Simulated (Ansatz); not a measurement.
A relaxation computed with Ansatz, from input to last step.

```yaml
crystal:
  lattice:
    - [6.4272321024, 0.1607196065, 0.9400167377]
    - [0.1181645787, 6.6973280029, 0.7263325525]
    - [0.9481570757, 0.652260599, 7.1720931638]
  atoms:
    - { symbol: In, position: [0.3169622526, 0.9580601955, 0.9642784435] }
    - { symbol: In, position: [0.0273451955, 0.6542126619, 0.7707062868] }
    - { symbol: In, position: [0.9373083702, 0.7511927067, 0.2053887441] }
    - { symbol: In, position: [0.8358989049, 0.242538014, 0.7234555059] }
    - { symbol: In, position: [0.5901747003, 0.5002913925, 0.5014363711] }
    - { symbol: In, position: [0.9730069017, 0.2749135155, 0.2083859855] }
    - { symbol: P, position: [0.864168935, 0.9410892919, 0.5235637133] }
    - { symbol: P, position: [0.5307392728, 0.2547222028, 0.2155624429] }
    - { symbol: P, position: [0.6651127321, 0.0088174675, 0.0541752769] }
    - { symbol: P, position: [0.2552373082, 0.2665553185, 0.6825801531] }
    - { symbol: P, position: [0.3310581097, 0.0589832491, 0.4713252127] }
    - { symbol: P, position: [0.525918543, 0.8459204708, 0.6209876679] }
  symmetry: { detect: false }
basis:
  ecutwfc: 420
kpoints:
  mp_grid: { grid: [4, 3, 3] }
hamiltonian:
  xc: pbesol
scf:
  occupations: { method: gaussian, width: 0.1 }
  lower_state_search: "off"
output:
  forces: true
  stress: true
  eigenvalues: true
relax:
  adjacent_minimum: "off"
  f_tol: 0.04
  max_steps: 25
  cell: { stress_tol: 0.3 }
```

```bash
ansatz run input.yaml --threads 2 --pin off --max-ram 5120MiB --backend cpu --events-out ev --progress --plain --runs-dir out
```

Theory: Ansatz 0.2.0, DFT PBEsol, scalar-relativistic, plane waves, PAW.

Of 11 frames 10 are shown, positions in Å and forces in eV/Å; the SCF threshold varies from step to step. Steps run on the plane waves of an earlier cell, with a Pulay correction in the pressure. The basis is chosen afresh for the last frame, the zero of the energies, and can be on the way; energy and pressure step there, also at an unchanged geometry.

```xyz
12
Lattice="6.4272 0.1607 0.9400 0.1182 6.6973 0.7263 0.9482 0.6523 7.1721" Properties=species:S:1:pos:R:3:forces:R:3 pbc="T T T" step=1 free_energy_over_end_meV_per_atom=7.48 pressure_GPa=0.20
In    3.0647    7.0963    7.9097    0.0440   -0.0310   -0.0430
In    0.9838    4.8886    6.0285   -0.1850    0.0070    0.0500
In    6.3078    5.3156    2.8998    0.0080    0.0040    0.0460
In    6.0871    2.2306    6.1506    0.0770   -0.0110    0.1030
In    4.3277    3.7725    4.5145    0.0670    0.0000   -0.0010
In    6.4838    2.1335    2.6089   -0.0130    0.0500   -0.0620
P     6.1618    6.7832    5.2509    0.0470   -0.1360   -0.0060
P     3.6457    1.9319    2.2300    0.1310   -0.0390    0.0090
P     4.3272    0.2013    1.0202   -0.0460    0.2450    0.0330
P     2.3192    2.2715    5.3291   -0.2020   -0.0440   -0.1000
P     2.5816    0.7557    3.7344   -0.1430    0.1040   -0.2170
P     4.0690    6.1550    5.5626    0.2140   -0.1490    0.1870
12
Lattice="6.4715 0.1572 0.9414 0.1110 6.6547 0.7643 0.9484 0.6828 7.2180" Properties=species:S:1:pos:R:3:forces:R:3 pbc="T T T" step=2 free_energy_over_end_meV_per_atom=3.70 pressure_GPa=-0.08
In    3.1049    7.0878    7.9670   -0.0850   -0.0240   -0.0460
In    0.8843    4.8618    6.1413   -0.0970    0.0250    0.0000
In    6.3521    5.3119    2.9497    0.0470    0.0300    0.0010
In    6.1329    2.2204    6.2005    0.0450   -0.0230   -0.0310
In    4.3748    3.7418    4.5608   -0.0170    0.0170    0.0310
In    6.5355    2.1424    2.6171    0.0220    0.0220   -0.0100
P     6.1914    6.7332    5.3105   -0.0040   -0.0350    0.0420
P     3.6953    1.9629    2.2703    0.0410   -0.0420    0.0180
P     4.3559    0.2451    1.0462   -0.0260    0.0510    0.0280
P     2.2926    2.2723    5.3163    0.0300   -0.0310    0.0000
P     2.6070    0.7535    3.7333   -0.1030    0.0680   -0.1510
P     4.0957    6.1142    5.6268    0.1470   -0.0610    0.1190
12
Lattice="6.4820 0.1566 0.9342 0.1090 6.6335 0.7725 0.9426 0.6899 7.2123" Properties=species:S:1:pos:R:3:forces:R:3 pbc="T T T" step=3 free_energy_over_end_meV_per_atom=2.66 pressure_GPa=0.02
In    3.0818    7.0671    7.9481    0.0460    0.0410    0.0100
In    0.8021    4.8395    6.1723   -0.0560   -0.0030    0.0010
In    6.3688    5.3183    2.9572   -0.0440   -0.0260   -0.0050
In    6.1598    2.2023    6.1821   -0.0100    0.0200    0.0120
In    4.3898    3.7357    4.5742   -0.0130    0.0100    0.0040
In    6.5605    2.1550    2.6080    0.0230    0.0390    0.0080
P     6.2004    6.7118    5.3145   -0.0250   -0.0320    0.0070
P     3.7192    1.9703    2.2723    0.0160   -0.0300    0.0120
P     4.3520    0.2561    1.0388   -0.0290   -0.0350   -0.0110
P     2.2942    2.2643    5.2892    0.0510   -0.0100    0.0170
P     2.6121    0.7450    3.7058   -0.0110    0.0580   -0.0600
P     4.1083    6.0977    5.6413    0.0530   -0.0330    0.0040
12
Lattice="6.4661 0.0679 0.9525 0.0216 6.7345 0.7335 0.9525 0.6454 7.2134" Properties=species:S:1:pos:R:3:forces:R:3 pbc="T T T" step=4 free_energy_over_end_meV_per_atom=2.36 pressure_GPa=-0.27
In    2.9957    7.1078    7.9097   -0.0260   -0.0480   -0.0320
In    0.5536    4.8993    6.1574   -0.0580    0.0530   -0.0230
In    6.2399    5.3433    2.9358    0.0190    0.0230    0.0230
In    6.1578    2.1539    6.1987    0.0610   -0.1020   -0.0040
In    4.3725    3.7052    4.6045   -0.0550    0.0490   -0.0310
In    6.6608    2.1693    2.6438   -0.0660   -0.0390    0.0450
P     6.0559    6.7301    5.2909    0.0960   -0.0200    0.0280
P     3.8051    1.8596    2.2996   -0.0130    0.0730   -0.0130
P     4.3519    0.1636    1.0148    0.0140    0.0620   -0.0780
P     2.3171    2.1765    5.2722    0.0150    0.0370   -0.0120
P     2.6085    0.6711    3.6795   -0.0540    0.0260    0.0050
P     3.9767    6.0929    5.6045    0.0680   -0.1130    0.0930
12
Lattice="6.4675 0.0858 0.9453 0.0386 6.7006 0.7456 0.9483 0.6591 7.1986" Properties=species:S:1:pos:R:3:forces:R:3 pbc="T T T" step=5 free_energy_over_end_meV_per_atom=1.29 pressure_GPa=0.00
In    3.0083    7.0911    7.9018   -0.0250   -0.0320    0.0180
In    0.5375    4.8639    6.1726   -0.0330    0.0030    0.0080
In    6.2571    5.3333    2.9370    0.0350    0.0160   -0.0490
In    6.1736    2.1427    6.1665   -0.0100    0.0360   -0.0420
In    4.3712    3.7164    4.5843    0.0180   -0.0270   -0.0040
In    6.6354    2.1673    2.6430   -0.0290   -0.0050    0.0240
P     6.0962    6.7013    5.2896    0.0650    0.0030    0.0170
P     3.7904    1.8971    2.2824    0.0070    0.0190    0.0140
P     4.3478    0.1947    1.0065    0.0050   -0.0080    0.0010
P     2.3227    2.2044    5.2661    0.0060   -0.0160   -0.0100
P     2.6222    0.6932    3.6771   -0.0150   -0.0010    0.0170
P     4.0158    6.0763    5.6170   -0.0230    0.0120    0.0040
12
Lattice="6.4750 0.0503 0.9606 0.0000 6.7235 0.7651 0.9620 0.6761 7.2018" Properties=species:S:1:pos:R:3:forces:R:3 pbc="T T T" step=7 free_energy_over_end_meV_per_atom=0.82 pressure_GPa=0.03
In    2.9938    7.0984    7.9251    0.0290    0.0030   -0.0070
In    0.4210    4.8939    6.2185   -0.0140    0.0100    0.0130
In    6.2311    5.3493    2.9553   -0.0260   -0.0080   -0.0090
In    6.2037    2.1491    6.1560    0.0290   -0.0090    0.0070
In    4.3651    3.7237    4.6157   -0.0010    0.0180   -0.0350
In    6.6082    2.1774    2.6998    0.0110    0.0040   -0.0170
P     6.0885    6.7014    5.3219    0.0290   -0.0060    0.0250
P     3.8160    1.8708    2.2874   -0.0060    0.0080    0.0210
P     4.3583    0.1772    0.9925    0.0040   -0.0050   -0.0060
P     2.3480    2.1818    5.2685   -0.0150   -0.0280    0.0130
P     2.6490    0.6687    3.6870   -0.0040    0.0040    0.0040
P     4.0066    6.0793    5.6526   -0.0350    0.0090   -0.0110
12
Lattice="6.4798 0.0120 0.9702 -0.0401 6.7572 0.7686 0.9722 0.6793 7.1834" Properties=species:S:1:pos:R:3:forces:R:3 pbc="T T T" step=8 free_energy_over_end_meV_per_atom=0.48 pressure_GPa=0.01
In    2.9848    7.0975    7.9148   -0.0150    0.0010    0.0170
In    0.2638    4.9228    6.2412   -0.0110   -0.0120    0.0150
In    6.1841    5.3676    2.9486    0.0030    0.0140   -0.0060
In    6.2359    2.1390    6.1279    0.0110    0.0180   -0.0130
In    4.3549    3.7242    4.5928    0.0190   -0.0190    0.0080
In    6.6499    2.1798    2.7112   -0.0010   -0.0050   -0.0040
P     6.0511    6.6982    5.3291    0.0090    0.0000    0.0070
P     3.8556    1.8519    2.3045   -0.0310   -0.0310   -0.0120
P     4.3683    0.1679    0.9820    0.0310    0.0230    0.0240
P     2.3732    2.1518    5.2713   -0.0210    0.0110    0.0070
P     2.6628    0.6506    3.6822    0.0030   -0.0150   -0.0150
P     3.9673    6.0704    5.6508    0.0050    0.0140   -0.0280
12
Lattice="6.4892 -0.0189 0.9718 -0.0753 6.7732 0.7891 0.9726 0.6985 7.1770" Properties=species:S:1:pos:R:3:forces:R:3 pbc="T T T" step=9 free_energy_over_end_meV_per_atom=0.31 pressure_GPa=0.01
In    2.9725    7.1022    7.9289   -0.0200   -0.0030    0.0120
In    0.1287    4.9503    6.2921    0.0040   -0.0280    0.0130
In    6.1577    5.3817    2.9610    0.0020    0.0150    0.0030
In    6.2658    2.1431    6.1044    0.0250   -0.0010    0.0150
In    4.3572    3.7219    4.6004   -0.0160    0.0000   -0.0130
In    6.6571    2.1800    2.7202    0.0080   -0.0010   -0.0060
P     6.0223    6.6944    5.3523    0.0010    0.0150    0.0030
P     3.8727    1.8389    2.3065   -0.0330   -0.0170   -0.0240
P     4.3854    0.1659    0.9706    0.0220    0.0100    0.0380
P     2.3882    2.1356    5.2689   -0.0130    0.0230   -0.0030
P     2.6715    0.6382    3.6770   -0.0040   -0.0220   -0.0210
P     3.9367    6.0647    5.6646    0.0250    0.0100   -0.0180
12
Lattice="6.4906 -0.0242 0.9566 -0.0850 6.7747 0.8057 0.9558 0.7159 7.1713" Properties=species:S:1:pos:R:3:forces:R:3 pbc="T T T" step=10 free_energy_over_end_meV_per_atom=0.14 pressure_GPa=-0.03
In    2.9533    7.1057    7.9326    0.0180    0.0110   -0.0180
In    0.0801    4.9565    6.3275   -0.0070   -0.0170   -0.0070
In    6.1557    5.3942    2.9674   -0.0170    0.0070    0.0210
In    6.2636    2.1564    6.0905   -0.0100    0.0020    0.0050
In    4.3433    3.7287    4.5828   -0.0050    0.0050    0.0070
In    6.6493    2.1831    2.7040    0.0080    0.0020    0.0060
P     6.0111    6.7022    5.3629   -0.0080    0.0020   -0.0100
P     3.8584    1.8448    2.2923   -0.0160    0.0020   -0.0280
P     4.3894    0.1710    0.9666    0.0160   -0.0040    0.0130
P     2.3792    2.1391    5.2538    0.0130    0.0050    0.0040
P     2.6620    0.6395    3.6618   -0.0040   -0.0100    0.0090
P     3.9238    6.0707    5.6628    0.0120   -0.0070   -0.0030
12
Lattice="6.4906 -0.0242 0.9566 -0.0850 6.7747 0.8057 0.9558 0.7159 7.1713" Properties=species:S:1:pos:R:3:forces:R:3 pbc="T T T" step=11 free_energy_over_end_meV_per_atom=0.00 pressure_GPa=-0.03
In    2.9533    7.1057    7.9326    0.0180    0.0110   -0.0180
In    0.0801    4.9565    6.3275   -0.0070   -0.0170   -0.0070
In    6.1557    5.3942    2.9674   -0.0180    0.0070    0.0210
In    6.2636    2.1564    6.0905   -0.0100    0.0020    0.0050
In    4.3433    3.7287    4.5828   -0.0050    0.0050    0.0080
In    6.6493    2.1831    2.7040    0.0080    0.0030    0.0060
P     6.0111    6.7022    5.3629   -0.0080    0.0020   -0.0090
P     3.8584    1.8448    2.2923   -0.0160    0.0020   -0.0290
P     4.3894    0.1710    0.9666    0.0160   -0.0040    0.0130
P     2.3792    2.1391    5.2538    0.0130    0.0050    0.0030
P     2.6620    0.6395    3.6618   -0.0040   -0.0100    0.0090
P     3.9238    6.0707    5.6628    0.0110   -0.0070   -0.0030
```

The run took 3.6 min on 2 threads of Arm Neoverse V2, on a shared host, peak memory 0.7 GiB.

The k mesh is coarse.